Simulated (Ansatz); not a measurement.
# HfGe2As4 bilayer (AA') in a perpendicular field, part 2 of 3

What dipole does a perpendicular field induce in the HfGe2As4 bilayer (AA'), and does the gap follow? A positive field points along +c.

Ansatz 0.2.0; plane-wave DFT, r2SCAN-D4, Ansatz PAW.

So far. Step 2 (Relaxing the slab): The lattice constant a goes from 3.730 to 3.829 Å.

**3. Atoms held, field 0**

A sawtooth potential applies the field, turning back in the middle of the vacuum. With the dipole correction the typed value is the field outside the slab. The induced dipole is small, so the SCF threshold is tight.

The cell differs from the one that the last finished run ended in (c 76.041 → 41.275 Å).

input.yaml

```yaml
crystal:
  lattice:
    - [3.8293835317, 0.0, 0.0]
    - [-1.9146917658, 3.3163434193, 0.0]
    - [0.0, 0.0, 41.2752417928]
  atoms:
    - { symbol: As, position: [0.0, 0.0, 0.2180483895] }
    - { symbol: Ge, position: [0.3333333333, 0.6666666667, 0.2445450405] }
    - { symbol: As, position: [0.3333333333, 0.6666666667, 0.3029402712] }
    - { symbol: Hf, position: [0.0, 0.0, 0.3396964757] }
    - { symbol: As, position: [0.3333333333, 0.6666666667, 0.3763903753] }
    - { symbol: Ge, position: [0.3333333333, 0.6666666667, 0.4347770264] }
    - { symbol: As, position: [0.0, 0.0, 0.4612511911] }
    - { symbol: As, position: [0.3333333333, 0.6666666667, 0.5387488089] }
    - { symbol: Ge, position: [0.0, 0.0, 0.5652229736] }
    - { symbol: As, position: [0.0, 0.0, 0.6236096247] }
    - { symbol: Hf, position: [0.3333333333, 0.6666666667, 0.6603035243] }
    - { symbol: As, position: [0.0, 0.0, 0.6970597288] }
    - { symbol: Ge, position: [0.0, 0.0, 0.7554549595] }
    - { symbol: As, position: [0.3333333333, 0.6666666667, 0.7819516105] }
kpoints:
  mp_grid: { grid: [12, 12, 1] }
  band_path:
    path: [[0, 0, 0], [0.5, 0, 0], [0.33333333, 0.33333333, 0], [0, 0, 0]]
    npoints: 16
hamiltonian:
  xc: r2scan
  dispersion: d4
scf:
  occupations: { method: fermi_dirac, width: 0.02585 }
  convergence: { dr2_threshold: 1.0e-10 }
efield:
  axis: 3
  dipole_correction: true
  ramp_position: 0.97
  ramp_width: 0.06
  amplitude: 0
output:
  dos: { projected: true, e_range: [-6, 5] }
  bader: true
  write_potential: true
  write_density: true
  volumetric_format: npy
  elf: true
```

The run is started by

```sh
> ansatz run input.yaml --threads 4 --pin off --max-ram 12288MiB --backend cpu --events-out ev --progress --plain --runs-dir out
```

Numbers of over 12 decimals in the logs are rounded to 6 here.

The program printed:

```text
[...]
Crystal: 14 atoms, lattice volume = 524.177 Å³
Basis set: ecut = 500 eV, 13165 PW (Γ), exchange–correlation on 120×120×1280 points (64 copies of the dense FFT grid, shifted against one another)
Bands: 137, of which v1, the nominal top of the filled ones, is band 114 counted from 1 (113 counted from 0)
Symmetry: 6 space group operations
k-points: 19 of 144 (time reversal used)
[...]
SCF iter   1: F=—  HF=-87599.718213 eV  |F-HF|=—  |Δ(HF+E_count)|=         —  Δρ=5.38e-3  dr2=2.11e-1  dr2_τ=9.98e-2  ethr=1.77e-3  p=-0.000 e·Å  D=-4.28e-14 V/Å  ΔV_dip=0.00 eV  dr2_dipole=1.33e-7  V_vac-E_F(+/−)=5.14/5.14 eV  ⟨swp⟩=6.5  Hψ=9265  notcnv=0  defer=87
efield: sawtooth ramp at fractional position 0.9700 (set: `efield.ramp_position`, or a place that a band, a saddle search or an elastic batch's reference lends), width 0.0600; the density the first Hamiltonian is built on has a dipole p = -0.000 e·Å; the dipole correction subtracts the counter field D = -4.28e-14 V/Å, which shifts the + side's vacuum level by +0.00 eV against the − side's; the planar-averaged density in the ramp window peaks in size at 1.6e-5 e/Å³
[...]
SCF iter   2: F=—  HF=-87599.905318 eV  |F-HF|=—  |Δ(HF+E_count)|=   1.87e-1  Δρ=3.91e-3  dr2=2.14e-1  dr2_τ=5.05e-3  ethr=9.23e-5  p=0.000 e·Å  D=3.90e-5 V/Å  ΔV_dip=-0.00 eV  dr2_dipole=7.97e-7  V_vac-E_F(+/−)=5.35/5.35 eV  ⟨swp⟩=3.0  Hψ=6165  notcnv=0  defer=331
[...]
SCF iter  13: F=-87599.778496 eV  HF=-87599.778496 eV  |F-HF|=2.04e-10  |Δ(HF+E_count)|=  1.16e-10  Δρ=4.48e-8  dr2=6.61e-11  dr2_τ=3.84e-13  ethr=1.00e-12  p=0.000 e·Å  D=1.70e-7 V/Å  ΔV_dip=-0.00 eV  dr2_dipole=1.27e-11  V_vac-E_F(+/−)=5.20/5.20 eV  ⟨swp⟩=10.4  Hψ=9582  notcnv=0
SCF 1 converged in 13 iterations: F = -87599.778496 eV  dr2 = 6.61e-11
[...]
NSCF: frozen V_eff on 49 k-points
efield: sawtooth ramp at fractional position 0.9700 (kept from the solve that this one continues, or follows in the run), width 0.0600; the density the first Hamiltonian is built on has a dipole p = 0.000 e·Å; the dipole correction subtracts the counter field D = 1.70e-7 V/Å, which shifts the + side's vacuum level by -0.00 eV against the − side's; the planar-averaged density in the ramp window peaks in size at 2.4e-7 e/Å³
[...]
SCF converged after 13 iterations
Free energy (F): -87599.778496 eV
[...]
Internal energy: -87599.778083 eV  (E = F + TS)
E sigma→0 (E₀):  -87599.778289 eV
Entropy (-TS):   -0.000412 eV (-0.029 meV/atom)
Fermi energy:    4.112657 eV
Dipole field:    D = -0.000003 V/Å  (p = -0.000008 e·Å, saw-weighted, corrected)
Work function:   Φ+ = 5.2011 eV   Φ− = 5.2010 eV
Levels:          The Fermi level and band energies are counted from a zero that moves with the ramp; work functions are not
[...]
--- Band table (eV; the first three rows and the last of 19) ---
  k-point 0: bands = [... 110 lower, 4.0158, 4.0158, 4.0307, 4.0307, 4.7159, 5.1688, 5.3604, 5.7087, ... 19 higher]
  k-point 1: bands = [... 110 lower, 3.8300, 3.8428, 3.8856, 3.9011, 5.1122, 5.4315, 6.0030, 6.1385, ... 19 higher]
  k-point 2: bands = [... 110 lower, 3.4055, 3.5724, 3.5885, 3.6356, 5.1563, 5.2160, 6.1758, 6.3136, ... 19 higher]
  k-point 18: bands = [... 110 lower, 2.5000, 2.5000, 3.3656, 3.3656, 5.6771, 5.7321, 5.8072, 5.8072, ... 19 higher]
--- Bader charges: 14 sites ---
  site symbol  charge [e]  shift [e]
     0     As     -0.3194     0.0004
     1     Ge      0.4751     0.0003
     2     As     -1.0666     0.0007
     3     Hf      1.8222     0.0015
     4     As     -1.0656     0.0006
     5     Ge      0.4719     0.0003
     6     As     -0.3176     0.0004
     7     As     -0.3176     0.0004
     8     Ge      0.4719     0.0003
     9     As     -1.0655     0.0006
    10     Hf      1.8222     0.0015
    11     As     -1.0666     0.0007
    12     Ge      0.4751     0.0003
    13     As     -0.3195     0.0004
  estimated error of the sums over rays = 7.0e-4 e
```

Run time: 5.7 min. Hardware: 4 threads of Arm Neoverse V1, shared host; peak memory 4.8 GiB.

This step gave:

```
energy at zero smearing            : -87599.7783 eV
dipole along the normal            : -8.10e-6 e·Å
gap along the path                 : 0.1633 eV
smallest direct gap along the path : 0.6069 eV
ionisation energy, upper face      : 5.283 eV
electron affinity, upper face      : 5.120 eV
gap, the smaller of path and mesh  : 0.1633 eV
```

Running mean over a fixed 2.7 Å (it still follows the layers) of the planar mean; the ramp of the sawtooth is left out. Electron's electrostatic potential energy less the Fermi level against z:

```
z (Å)  electron's electrostatic potential energy less the Fermi level (eV)
    4                                                                 5.20
    5                                                                 5.20
    6                                                                 5.15
    7                                                                 4.35
    8                                                                 1.65
    9                                                                -2.73
   10                                                                -3.46
   11                                                                -1.90
   12                                                               -0.591
   13                                                                -4.17
   14                                                                -5.88
   15                                                                -4.32
   16                                                               -0.671
   17                                                                -1.81
   18                                                                -3.43
   19                                                                -2.91
   20                                                                 1.06
   21                                                                 1.52
   22                                                                -1.87
   23                                                                -3.81
   24                                                                -2.50
   25                                                               -0.478
   26                                                                -3.23
   27                                                                -5.75
   28                                                                -4.97
   29                                                                -1.22
   30                                                                -1.15
   31                                                                -3.08
   32                                                                -3.54
   33                                                                0.445
   34                                                                 3.71
   35                                                                 5.09
   36                                                                 5.20
   37                                                                 5.20
```

The density of states has structure finer than the step of the table below, so its rows give means over 0.2 eV, whole bins alone (the curve runs from -6 to 2.08 eV). Peaks (eV: height): -4.54: 16.3, -3.13: 16.1, -2.31: 20.2, -1.75: 19.2, -1.15: 17.5, -1.04: 17.0, -0.82: 15.9.

Density of states against energy, zero at the Fermi level of the run, which the smearing sets inside the gap; means over each step:

energy (eV), density of states (states/eV a cell) and a bar:
```
     -5.8        1.2 ###
     -5.6        0.7 #
     -5.4        0.2 
     -5.2        0.0 
     -5.0        0.0 
     -4.8        0.3 #
     -4.6       11.3 #########################
     -4.4        8.5 ###################
     -4.2        7.7 #################
     -4.0        6.6 ###############
     -3.8        9.6 #####################
     -3.6        7.0 ################
     -3.4        5.4 ############
     -3.2        9.1 ####################
     -3.0        7.6 #################
     -2.8        9.5 #####################
     -2.6        8.5 ###################
     -2.4       10.8 ########################
     -2.2        9.2 ####################
     -2.0       11.1 #########################
     -1.8       13.5 ##############################
     -1.6        9.2 ####################
     -1.4        9.6 #####################
     -1.2       13.4 ##############################
     -1.0       12.9 #############################
     -0.8       11.5 ##########################
     -0.6        4.2 #########
     -0.4        2.3 #####
     -0.2        1.3 ###
      0.0        0.0 
      0.2        0.9 ##
      0.4        2.5 #####
      0.6        3.5 ########
      0.8        5.6 #############
      1.0        4.3 #########
      1.2        2.6 ######
      1.4        1.9 ####
      1.6        3.9 #########
      1.8        7.0 ###############
```

Projected DOS per atom over height of the atomic layer and energy from the Fermi level. Layers: As Ge As Hf As Ge As As Ge As Hf As Ge As from below.

Ten even steps from '0' (0.00 states/eV) to '9' (1.75 states/eV), each cell a mean:
```
33130222203133
11020111102011
00040000004000
00090000009000
00040000004000
00000000000000
00111000011100
10535033053501
51978144187915
41546144164514
72544255244527
52434266243425
43434244243434
43222344322234
32222233222223
22323233232322
23423222232432
23425322352432
12212222221221
00000000000000
00000000000000
00000000000000
```
Columns: height of the atomic layer (Å) from 9 to 32.3 (not evenly spaced); rows upwards: energy from the Fermi level (eV) from -5.96 to 2.05.

Electronic bands along the path, in eV, zero at the Fermi level of the run, which the smearing sets inside the gap:

```
  point  band 111  band 112  band 113  band 114  band 115  band 116  band 117  band 118
      Γ     -0.10     -0.10     -0.08     -0.08      0.60      1.06      1.25      1.60
halfway     -1.00     -0.90     -0.88     -0.73      0.71      0.77      1.74      1.92
      M     -1.47     -1.45     -0.54     -0.53      0.08      0.18      1.24      1.51
halfway     -1.56     -1.45     -1.02     -0.89      0.79      0.83      1.82      2.07
      K     -1.61     -1.61     -0.75     -0.75      1.56      1.62      1.69      1.69
halfway     -1.13     -0.98     -0.94     -0.75      0.79      0.85      2.40      2.52
      Γ     -0.10     -0.10     -0.08     -0.08      0.60      1.06      1.25      1.60
```

ELF in the ca plane at fractional y = 0.667, with atoms of Ge and As and Hf within 0.2 Å of it. It is the smooth field of the valence electrons, not physical close to the nuclei.

Ten even steps from '0' (0.01) to '9' (0.89), each cell a mean:
```
66666300123455433357887313688753334554321100
55677400001344433457787524787764334443100000
66666300123555432357886313688753234555432100
66543103676777531146763111367642125677677753
45420027886666520013423566324320025666689987
23310049963355420001015999510100014553369998
13210059952245420000006989610000014541259999
23310049974356420001115899511100014653379998
55421017887677520024432455234420025776688986
66553102566676531246774111467642135676666642
```
Columns run along c (16.0 Å, from fractional 0.45 to 0.84 of the cell), rows up along a (3.8 Å). Atoms in or near the plane, at fractional coordinates: As at (0.54, 0.33), Hf at (0.66, 0.33), As at (0.78, 0.33).

Electrostatic potential energy in the ca plane at fractional y = 0.667, with atoms of Ge and As and Hf within 0.2 Å of it. With pseudopotentials it is smooth inside the atoms' cores, unlike the true potential.

Ten even steps from '0' (-29 eV) to '9' (9 eV), each cell a mean:
```
87789999999887789998888888888899988788999999
87789999999887789988788999887889987788999999
88889999999888889998888888888899988888999999
78899999987788899999987666789999998887789999
47899999754458999999975201578999999854457999
05899998569846899999862000168999999648965899
04899998579955899999861000058999998659985899
15899999658846899999862000268999999747855899
57899999854468999999986212589999999864458999
88899999988788899999888767888999998887889999
```
Columns run along c (16.0 Å, from fractional 0.45 to 0.84 of the cell; values clipped at the 3rd and 97th percentile), rows up along a (3.8 Å). Atoms in or near the plane, at fractional coordinates: As at (0.54, 0.33), Hf at (0.66, 0.33), As at (0.78, 0.33).

Valence density in the ca plane at fractional y = 0.667, with atoms of Ge and As and Hf within 0.2 Å of it. It is the smooth field of the valence electrons, not physical close to the nuclei.

Ten steps, logarithmic in the rise over the least value, from '0' (0 e/Å³) to '9' (39 e/Å³), each cell a mean:
```
00000000001110000000000111000000000011100000
00000000001110000000000111000000000001110000
00000000001110000000000010000000000011100000
00000000000111100001111000111100001111100000
00000000000122211112321101123311112221000000
00000000000147631136762101257641126752100000
00000000000269942237973101269852137972100000
00000000000146631125752101246631125652100000
00000000000112211112221101122211111221000000
00000000000111000001111000111100000111100000
```
Columns run along c (16.0 Å, from fractional 0.13 to 0.52 of the cell), rows up along a (3.8 Å). Atoms in or near the plane, at fractional coordinates: Ge at (0.24, 0.33), As at (0.30, 0.33), As at (0.38, 0.33), Ge at (0.43, 0.33).

The gap is 0.16 eV, with the valence edge 5.28 eV and the conduction edge 5.12 eV under the upper vacuum level. Spin-orbit coupling, left out in this run, matters for the bands of elements this heavy.

**4. Atoms held, field 0.05 V/Å**

input.yaml: that of step 3 with these lines changed.

```diff
@@ -36,6 +36,4 @@
   ramp_width: 0.06
-  amplitude: 0
+  amplitude: 0.05
 output:
-  dos: { projected: true, e_range: [-6, 5] }
-  bader: true
   write_potential: true
@@ -43,2 +41 @@
   volumetric_format: npy
-  elf: true
```

The program printed:

```text
[...]
Crystal: 14 atoms, lattice volume = 524.177 Å³
Basis set: ecut = 500 eV, 13165 PW (Γ), exchange–correlation on 120×120×1280 points (64 copies of the dense FFT grid, shifted against one another)
Bands: 137, of which v1, the nominal top of the filled ones, is band 114 counted from 1 (113 counted from 0)
Symmetry: 6 space group operations
k-points: 19 of 144 (time reversal used)
[...]
k-point 0: bands = [... 110 lower, 4.0040, 4.0040, 4.0423, 4.0423, 4.7153, 5.1670, 5.3623, 5.7089, ... 19 higher]
  k-point 1: bands = [... 110 lower, 3.8184, 3.8544, 3.8740, 3.9125, 5.1111, 5.4322, 6.0006, 6.1399, ... 19 higher]
  k-point 2: bands = [... 110 lower, 3.4065, 3.5610, 3.5997, 3.6364, 5.1512, 5.2209, 6.1753, 6.2893, ... 19 higher]
  k-point 18: bands = [... 110 lower, 2.4806, 2.5192, 3.3462, 3.3849, 5.6720, 5.7369, 5.7883, 5.8259, ... 19 higher]
[key lines of the parts left out:]
SCF converged after 16 iterations
Free energy (F): -87599.780656 eV
Fermi energy:    4.113750 eV
Dipole field:    D = 0.029832 V/Å  (p = 0.086417 e·Å, saw-weighted, corrected)
```

Wall time 5.2 min (4 threads); peak memory 4.3 GiB; 21 min of CPU time.

The dipole is 0.0864 e·Å, and the gap 0.149 eV.

**5. Single point, field -0.05 V/Å**

input.yaml: that of step 4 with these lines changed.

```diff
@@ -36,3 +36,3 @@
   ramp_width: 0.06
-  amplitude: 0.05
+  amplitude: -0.05
 output:
```

The program printed:

```text
[...]
Crystal: 14 atoms, lattice volume = 524.177 Å³
Basis set: ecut = 500 eV, 13165 PW (Γ), exchange–correlation on 120×120×1280 points (64 copies of the dense FFT grid, shifted against one another)
Bands: 137, of which v1, the nominal top of the filled ones, is band 114 counted from 1 (113 counted from 0)
Symmetry: 6 space group operations
k-points: 19 of 144 (time reversal used)
[...]
k-point 0: bands = [... 110 lower, 4.0040, 4.0040, 4.0423, 4.0423, 4.7153, 5.1670, 5.3623, 5.7089, ... 19 higher]
  k-point 1: bands = [... 110 lower, 3.8184, 3.8544, 3.8740, 3.9125, 5.1111, 5.4322, 6.0006, 6.1399, ... 19 higher]
  k-point 2: bands = [... 110 lower, 3.4065, 3.5610, 3.5997, 3.6364, 5.1512, 5.2209, 6.1753, 6.2893, ... 19 higher]
  k-point 18: bands = [... 110 lower, 2.4806, 2.5192, 3.3462, 3.3849, 5.6720, 5.7369, 5.7883, 5.8259, ... 19 higher]
[key lines of the parts left out:]
SCF converged after 16 iterations
Free energy (F): -87599.780656 eV
Fermi energy:    4.113750 eV
Dipole field:    D = -0.029832 V/Å  (p = -0.086417 e·Å, saw-weighted, corrected)
```

Run time: 5.2 min. Hardware: 4 threads; peak memory 4.3 GiB; 21 min of CPU time.

The dipole is -0.0864 e·Å, and the gap 0.149 eV.

**6. Atoms held, field 0.1 V/Å**

input.yaml: that of step 5 with these lines changed.

```diff
@@ -36,3 +36,3 @@
   ramp_width: 0.06
-  amplitude: -0.05
+  amplitude: 0.1
 output:
```

The program printed:

```text
[...]
Crystal: 14 atoms, lattice volume = 524.177 Å³
Basis set: ecut = 500 eV, 13165 PW (Γ), exchange–correlation on 120×120×1280 points (64 copies of the dense FFT grid, shifted against one another)
Bands: 137, of which v1, the nominal top of the filled ones, is band 114 counted from 1 (113 counted from 0)
Symmetry: 6 space group operations
k-points: 19 of 144 (time reversal used)
[...]
k-point 0: bands = [... 110 lower, 3.9880, 3.9880, 4.0577, 4.0577, 4.7135, 5.1620, 5.3675, 5.7095, ... 19 higher]
  k-point 1: bands = [... 110 lower, 3.8035, 3.8581, 3.8694, 3.9278, 5.1080, 5.4342, 5.9941, 6.1434, ... 19 higher]
  k-point 2: bands = [... 110 lower, 3.4089, 3.5452, 3.6149, 3.6387, 5.1398, 5.2317, 6.1738, 6.2634, ... 19 higher]
  k-point 18: bands = [... 110 lower, 2.4622, 2.5373, 3.3279, 3.4030, 5.6612, 5.7471, 5.7702, 5.8432, ... 19 higher]
[key lines of the parts left out:]
SCF converged after 17 iterations
Free energy (F): -87599.787140 eV
Fermi energy:    4.115667 eV
Dipole field:    D = 0.059724 V/Å  (p = 0.173007 e·Å, saw-weighted, corrected)
```

Elapsed: 5.1 min, on 4 threads; peak memory 4.3 GiB.

The dipole is 0.173 e·Å, and the gap 0.126 eV.

**7. Single point, field 0.2 V/Å**

input.yaml: that of step 6 with these lines changed.

```diff
@@ -36,3 +36,3 @@
   ramp_width: 0.06
-  amplitude: 0.1
+  amplitude: 0.2
 output:
```

The program printed:

```text
[...]
Crystal: 14 atoms, lattice volume = 524.177 Å³
Basis set: ecut = 500 eV, 13165 PW (Γ), exchange–correlation on 120×120×1280 points (64 copies of the dense FFT grid, shifted against one another)
Bands: 137, of which v1, the nominal top of the filled ones, is band 114 counted from 1 (113 counted from 0)
Symmetry: 6 space group operations
k-points: 19 of 144 (time reversal used)
[...]
k-point 0: bands = [... 110 lower, 3.9610, 3.9610, 4.0825, 4.0825, 4.7075, 5.1470, 5.3832, 5.7113, ... 19 higher]
  k-point 1: bands = [... 110 lower, 3.7802, 3.8312, 3.8936, 3.9526, 5.0982, 5.4399, 5.9752, 6.1514, ... 19 higher]
  k-point 2: bands = [... 110 lower, 3.4149, 3.5184, 3.6395, 3.6456, 5.1150, 5.2539, 6.1681, 6.2181, ... 19 higher]
  k-point 18: bands = [... 110 lower, 2.4300, 2.5683, 3.2970, 3.4330, 5.6384, 5.7389, 5.7673, 5.8716, ... 19 higher]
[key lines of the parts left out:]
SCF converged after 20 iterations
Free energy (F): -87599.813137 eV
Fermi energy:    4.117214 eV
Dipole field:    D = 0.119828 V/Å  (p = 0.347116 e·Å, saw-weighted, corrected)
```

Wall time 5.3 min (4 threads); peak memory 4.3 GiB.

The dipole is 0.347 e·Å, and the gap 0.082 eV.

[end of part 2 of 3]

[Logs are printed without paths, hosts, clocks, repeated set-up lines and the standing remarks that a program may print on its own settings, such as how far it seeks lower states.]

[Hosts, paths, dates, database ids (printed as entryN), source tags and the programs' standing remarks are cut or masked in the printed files.]

[Maps of the electrostatic potential energy from Ansatz leave out the sawtooth potential of an applied field or a dipole correction, so their vacuum need not be flat; planar profiles and work functions include it.]

[The density of states shown here was stored with 400 of the rows of the run's finer table, so its peaks can read low, often by over a quarter, or be missed, and its means over a window can be off by a tenth or more.]
